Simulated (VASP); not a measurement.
# SnSe in VASP: single point with PBE0

Aim: the single point of SnSe with PBE0.

Program: VASP 6.6.1. These are calculated values, not measurements. Logs are shortened: lines on timing, memory, paths and dates and some standing lists are left out, and cuts for length are marked.

## (1) Starting point

The cell holds a slab with vacuum, 4 atoms: a = 4.234 Å, b = 4.234 Å, c = 11.004 Å, α = 90.00°, β = 90.00°, γ = 90.00°.

## (2) Single point, PBE0

File POSCAR:

```
SnSe
1.0
    4.2336300000      0.0000000000      0.0000000000
    0.0000000000      4.2336300000      0.0000000000
    0.0000000000      0.0000000000     11.0038100000
Sn Se
2 2
Direct
    0.5000000000      0.0000000000      0.3783800000
    0.0000000000      0.5000000000      0.6216200000
    0.5000000000      0.0000000000      0.6232000000
    0.0000000000      0.5000000000      0.3768000000
```

File INCAR.step1:

```
PREC = Accurate
ENCUT = 520
EDIFF = 1E-5
ISMEAR = 0
SIGMA = 0.02
LREAL = F
LASPH = T
NELM = 80
ALGO = Normal
ISIF = 2
LWAVE = T
GGA = PE
```

File INCAR.step2:

```
PREC = Accurate
ENCUT = 520
EDIFF = 1E-6
ISMEAR = 0
SIGMA = 0.02
LREAL = F
LASPH = T
NELM = 80
ALGO = Normal
ISIF = 2
LWAVE = F
LCHARG = T
GGA = PE
LHFCALC = T
AEXX = 0.25
PRECFOCK = Fast
HFRCUT = -1
LELF = T
LVHAR = T
ISTART = 1
```

File KPOINTS:

```
Automatic mesh
0
Gamma
  4 4 2
```

Potentials or basis: VASP PAW PBE potentials, release 64 (Sn_d, Se).

Command:

```sh
$ cat potpaw_PBE.64/Sn_d/POTCAR potpaw_PBE.64/Se/POTCAR > POTCAR
$ cp INCAR.step1 INCAR
$ mpirun -np 1 vasp_std > vasp.out
$ cp INCAR.step2 INCAR
$ mpirun -np 1 vasp_std > vasp.out
```

OUTCAR:

```text
PREC = Accurate
   ENCUT = 520
   EDIFF = 1E-6
   ISMEAR = 0
   LREAL = F
   LASPH = T
   NELM = 80
   ISIF = 2
   GGA = PE
   LHFCALC = T
   AEXX = 0.25
   PRECFOCK = Fast
   ISTART = 1

 ion  position               nearest neighbor table
   1  0.500  0.000  0.378-   3 2.69   4 2.99   4 2.99   4 2.99   4 2.99
   2  0.000  0.500  0.622-   4 2.69   3 2.99   3 2.99   3 2.99   3 2.99
   3  0.500  0.000  0.623-   1 2.69   2 2.99   2 2.99   2 2.99   2 2.99
   4  0.000  0.500  0.377-   2 2.69   1 2.99   1 2.99   1 2.99   1 2.99

  LATTYP: Found a simple tetragonal cell.
 ALAT       =     4.2336300000
 C/A-ratio  =     2.5991430522

  Lattice vectors:

 A1 = (   4.2336300000,   0.0000000000,   0.0000000000)
 A2 = (   0.0000000000,   4.2336300000,   0.0000000000)
 A3 = (   0.0000000000,   0.0000000000,  11.0038100000)

Analysis of symmetry for initial positions (statically):
=====================================================================
 Subroutine PRICEL returns:
 Original cell was already a primitive cell.

 Routine SETGRP: Setting up the symmetry group for a
 simple tetragonal supercell.

 Subroutine GETGRP returns: Found 16 space group operations
 (whereof  8 operations were pure point group operations)
 out of a pool of 16 trial point group operations.

The static configuration has the point symmetry D_2d.
 The point group associated with its full space group is D_4h.

Analysis of symmetry for dynamics (positions and initial velocities):
=====================================================================
 Subroutine PRICEL returns:
 Original cell was already a primitive cell.

 Routine SETGRP: Setting up the symmetry group for a
 simple tetragonal supercell.

 Subroutine GETGRP returns: Found 16 space group operations
 (whereof  8 operations were pure point group operations)
 out of a pool of 16 trial point group operations.

The dynamic configuration has the point symmetry D_2d.
 The point group associated with its full space group is D_4h.

 Subroutine INISYM returns: Found 16 space group operations
 (whereof  8 operations are pure point group operations),
 and found     1 'primitive' translations

----------------------------------------------------------------------------------------

                                     Primitive cell

  volume of cell :     197.2281

  direct lattice vectors                    reciprocal lattice vectors
     4.233630000  0.000000000  0.000000000     0.236203920  0.000000000  0.000000000
     0.000000000  4.233630000  0.000000000     0.000000000  0.236203920  0.000000000
     0.000000000  0.000000000 11.003810000     0.000000000  0.000000000  0.090877614

  length of vectors
     4.233630000  4.233630000 11.003810000     0.236203920  0.236203920  0.090877614

  position of ions in fractional coordinates (direct lattice)
     0.500000000  0.000000000  0.378380000
     0.000000000  0.500000000  0.621620000
     0.500000000  0.000000000  0.623200000
     0.000000000  0.500000000  0.376800000

  ion indices of the primitive-cell ions
   primitive index   ion index
                 1           1
                 2           2
                 3           3
                 4           4

----------------------------------------------------------------------------------------

 KPOINTS: Automatic mesh

Automatic generation of k-mesh.
 Grid dimensions read from file:
 generate k-points for:    4    4    2

 Generating k-lattice:

  Cartesian coordinates                     Fractional coordinates (reciprocal lattice)
     0.059050980  0.000000000  0.000000000     0.250000000  0.000000000  0.000000000
     0.000000000  0.059050980  0.000000000     0.000000000  0.250000000  0.000000000
     0.000000000  0.000000000  0.045438807     0.000000000  0.000000000  0.500000000

  Length of vectors
     0.059050980  0.059050980  0.045438807

  Shift w.r.t. Gamma in fractional coordinates (k-lattice)
     0.000000000  0.000000000  0.000000000

 Subroutine IBZKPT returns following result:
 ===========================================

 Found     12 irreducible k-points:

 Following reciprocal coordinates:
            Coordinates               Weight
  0.000000  0.000000  0.000000      1.000000
  0.250000  0.000000  0.000000      4.000000
  0.500000  0.000000  0.000000      2.000000
  0.250000  0.250000  0.000000      4.000000
  0.500000  0.250000  0.000000      4.000000
  0.500000  0.500000  0.000000      1.000000
  0.000000  0.000000  0.500000      1.000000
  0.250000  0.000000  0.500000      4.000000
  0.500000  0.000000  0.500000      2.000000
  0.250000  0.250000  0.500000      4.000000
  0.500000  0.250000  0.500000      4.000000
  0.500000  0.500000  0.500000      1.000000
   k-points           NKPTS =     12   k-points in BZ     NKDIM =     32   number of bands    NBANDS=     24
   number of dos      NEDOS =    301   number of ions     NIONS =      4
   total plane-waves  NPLWV =  86016
   dimension x,y,z NGX =    32 NGY =   32 NGZ =   84
   dimension x,y,z NGXF=    64 NGYF=   64 NGZF=  168
   ions per type =               2   2
   NGX,Y,Z   is equivalent  to a cutoff of  12.57, 12.57, 12.69 a.u.
   NGXF,Y,Z  is equivalent  to a cutoff of  25.13, 25.13, 25.38 a.u.
 SYSTEM =  unknown system
   PREC   = accura    normal or accurate (medium, high low for compatibility)
   ISTART =      1    job   : 0-new  1-cont  2-samecut
   ICHARG =      0    charge: 1-file 2-atom 10-const
   ISPIN  =      1    spin polarized calculation?
   LNONCOLLINEAR =      F non collinear calculations
   LSORBIT =      F    spin-orbit coupling
   LASPH  =      T    aspherical Exc in radial PAW
   ENCUT  =  520.0 eV  38.22 Ry    6.18 a.u.   7.87  7.87 20.46*2*pi/ulx,y,z
   NELM   =     80;   NELMIN=  2; NELMDL=  0     # of ELM steps
   EDIFF  = 0.1E-05   stopping-criterion for ELM
   LREAL  =      F    real-space projection
   EDIFFG = 0.1E-04   stopping-criterion for IOM
   NSW    =      0    number of steps for IOM
   IBRION =     -1    ionic relax: 0-MD 1-quasi-New 2-CG
   NFREE  =      0    steps in history (QN), initial steepest desc. (CG)
   ISIF   =      2    stress and relaxation
   ISYM   =      3    0-nonsym 1-usesym 2-fastsym
   POTIM  = 0.5000    time-step for ionic-motion
   TEBEG  =    0.0;   TEEND  =   0.0 temperature during run
   PSTRESS=    0.0 pullay stress
   NELECT =      40.0000    total number of electrons
   NUPDOWN=      -1.0000    fix difference up-down
   EMIN   =  10.00;   EMAX   =-10.00  energy-range for DOS
   EFERMI =   0.00;   METHOD = LEGACY
   ISMEAR =     0;   SIGMA  =   0.02  broadening in eV -4-tet -1-fermi 0-gaus
   EFERMI_NEDOS =   21; number of points for ismear=-14 and -15
   IALGO  =     38    algorithm
   IMIX   =      1    mixing-type and parameters
     AMIX     =   0.40;   BMIX     =  1.00
     AMIX_MAG =   1.60;   BMIX_MAG =  1.00
  volume/ion in A,a.u.               =      49.31       332.74
  Fermi-wavevector in a.u.,A,eV,Ry     =   0.961845  1.817624 12.587379  0.925146
  Thomas-Fermi vector in A             =   2.091253
   LORBIT       =      0    0 simple, 1 ext, 2 COOP (PROOUT), +10 PAW based schemes
   GGA     = PE    functional components
   LHFCALC =     T    Hartree Fock is set to
   PRECFOCK=fast      Normal, Fast or Accurate (Low or Medium for compatibility)
   ENCUT4O =  -1.0   cutoff for four orbital integrals eV
   NKREDX  =     1    reduce k-point grid by
   NKREDY  =     1    reduce k-point grid by
   NKREDZ  =     1    reduce k-point grid by
   AEXX    =    0.2500 exact exchange contribution
   HFSCREEN=    0.0000 screening length (either q_TF or 0.3 A-1)
   HFSCREENC=   0.0000 screening length for correlation (either q_TF or 0.3 A-1)
   ENCUTFOCK=  -1.0 apply spherical cutoff to Coloumb kernel
   IVDW    =     0    specifies the selected vdW correction
   LEPSILON=     F    determine dielectric tensor
   LRPA    =     F    only Hartree local field effects (RPA)
 non-spin polarized calculation
 Gauss-broadening in eV      SIGMA  =   0.02
  energy-cutoff  :      520.00
  volume of cell :      197.23
 maximum number of plane-waves:      5340
 NGX is ok and might be reduce to    32
  NGX = 18; NGY = 18; NGZ = 48

 number of electron      40.0000009 magnetization

 Free energy of the ion-electron system (eV)
  ---------------------------------------------------
  ext. energy  EPLUGINS =         0.00000000
  ---------------------------------------------------
  free energy    TOTEN  =       -21.41415590 eV

  energy without entropy =      -21.41415590  energy(sigma->0) =      -21.41415590

 E-fermi :   0.4362     XC(G=0):  -4.7933

 val. band max:        0.2655530717   @ k =   0.5000   0.0000   0.0000
 cond. band min:       2.8021227992   @ k =   0.5000   0.0000   0.0000
 fundamental gap:      2.5365697275
 Fermi energy:         0.4361687025

 k-point     1 :       0.0000    0.0000    0.0000
  band No.  band energies     occupation
      1     -23.1930      2.00000
      2     -23.1925      2.00000
      3     -23.1913      2.00000
      4     -23.1846      2.00000
      5     -23.1823      2.00000
      6     -23.1528      2.00000
[... 16 lines left out ...]
     23       5.0508      0.00000
     24       6.4448      0.00000

 k-point     2 :       0.2500    0.0000    0.0000
  band No.  band energies     occupation
      1     -23.1970      2.00000
      2     -23.1906      2.00000
      3     -23.1877      2.00000
      4     -23.1807      2.00000
      5     -23.1794      2.00000
      6     -23.1541      2.00000
[... 16 lines left out ...]
     23       4.3558      0.00000
     24       5.2021      0.00000

 k-point     3 :       0.5000    0.0000    0.0000
  band No.  band energies     occupation
      1     -23.1998      2.00000
      2     -23.1998      2.00000
      3     -23.1814      2.00000
      4     -23.1813      2.00000
      5     -23.1617      2.00000
      6     -23.1617      2.00000
[... 16 lines left out ...]
     23       3.4193      0.00000
     24       3.4193      0.00000
[... 190 lines left out ...]
 k-point    11 :       0.5000    0.2500    0.5000
  band No.  band energies     occupation
      1     -23.2111      2.00000
      2     -23.2111      2.00000
      3     -23.1723      2.00000
      4     -23.1723      2.00000
      5     -23.1575      2.00000
      6     -23.1575      2.00000
[... 16 lines left out ...]
     23       5.2697      0.00000
     24       5.2697      0.00000

 k-point    12 :       0.5000    0.5000    0.5000
  band No.  band energies     occupation
      1     -23.2214      2.00000
      2     -23.2214      2.00000
      3     -23.1654      2.00000
      4     -23.1654      2.00000
      5     -23.1534      2.00000
      6     -23.1534      2.00000
[... 16 lines left out ...]
     23       6.0553      0.00000
     24       6.0553      0.00000

------------------------ aborting loop because EDIFF is reached ----------------------------------------

  FORCE on cell =-STRESS in cart. coord.  units (eV):
  Direction    XX          YY          ZZ          XY          YZ          ZX
  --------------------------------------------------------------------------------------
  -------------------------------------------------------------------------------------
  Total        0.9337595      0.9337595     -0.5752215      0.0000000     -0.0000000      0.0000000
  in kB        7.5853690      7.5853690     -4.6727963      0.0000000     -0.0000000      0.0000000
  external PRESSURE =       3.4993139 kB  Pullay stress =       0.0000000 kB

 VOLUME and BASIS-vectors are now :
 -----------------------------------------------------------------------------
  energy-cutoff  :      520.00
  volume of cell :      197.23
      direct lattice vectors                 reciprocal lattice vectors
     4.233630000  0.000000000  0.000000000     0.236203920  0.000000000  0.000000000
     0.000000000  4.233630000  0.000000000     0.000000000  0.236203920  0.000000000
     0.000000000  0.000000000 11.003810000     0.000000000  0.000000000  0.090877614

 POSITION                                       TOTAL-FORCE (eV/Angst)
 -----------------------------------------------------------------------------------
      2.11681      0.00000      4.16362         0.000000     -0.000000     -0.006588
      0.00000      2.11681      6.84019         0.000000      0.000000      0.006588
      2.11681      0.00000      6.85757         0.000000      0.000000     -0.203831
      0.00000      2.11681      4.14624        -0.000000      0.000000      0.203831
 -----------------------------------------------------------------------------------
    total drift:                                0.000001     -0.000000     -0.000049

  FREE ENERGIE OF THE ION-ELECTRON SYSTEM (eV)
  ---------------------------------------------------
  free  energy   TOTEN  =       -21.4141558979 eV

  energy  without entropy=      -21.4141558979  energy(sigma->0) =      -21.41415590
```

Wall time 16 min (1 thread of AMD EPYC 9R45 (Zen 5), shared host); peak memory 0.29 GiB.

Results:

* Free energy: -21.4142 eV
* Largest force: 0.204 eV/Å
* Band gap on the k mesh: 2.54 eV, direct

Forces on the atoms (eV/Å):
```
Sn   0.000  0.000 -0.007
Sn   0.000  0.000  0.007
Se   0.000  0.000 -0.204
Se   0.000  0.000  0.204
```

Caveat: the PAW data sets were made with another functional, which shifts forces and pressure a little; spin-orbit coupling is left out, which moves the levels of the heavy elements.
